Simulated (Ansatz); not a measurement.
The elements of this relaxed trial crystal are hidden behind letters.

```
lattice vectors (Å)
   3.6741    0.0000    0.0000
   0.0000    3.7558    0.0000
   0.0000    0.0000    9.3364
fractional positions
X 0.5000 0.5000 0.1721
X 0.5000 0.5000 0.8279
X 0.0000 0.0000 0.5000
Z 0.5000 0.0000 0.3260
Z 0.0000 0.5000 0.0000
Z 0.5000 0.0000 0.6740
```

Level of theory: DFT PBE, scalar-relativistic, plane waves, PAW (Ansatz 0.2.0). Cutoff 420 eV, Γ-centred 10×10×4 mesh (6-atom cell), Gaussian smearing of 0.10 eV, no spin polarisation.

```
Space group                                : Pmmm (No. 47)
Conventional cell                          : a = 3.674 Å, b = 3.756 Å, c = 9.336 Å
Volume per atom                            : 21.47 Å³
Density                                    : 3.89 g/cm³
Formation energy                           : +0.03 eV/atom
Gap on the 10×10×4 mesh of the 6-atom cell : 0 eV (a metal)
```

Energies are uncorrected and count from the elements' standard states at the same level.

Task: X is a p-block element of period 4 and Z is a p-block element of period 3. Which elements are they?

Result: X = Ga, Z = P, so the formula is GaP. Density times volume gives a mean mass of 3.89 × 21.47/1.6605 = 50.3 u per atom, and this set has 50.3 u. Around Ga on a site of symmetry mm2 lie 4 P at 2.36–2.44 Å; around Ga on a site of symmetry mmm lie 4 P at 2.45 Å; P on a site of symmetry mm2 has 4 Ga at 2.36–2.45 Å; 1 more site not described. Other sets within the hints have nearly the same mass, so mass alone doesn't settle it; this one was computed.

Symmetry constrained the relaxation, so the result can be a saddle point.
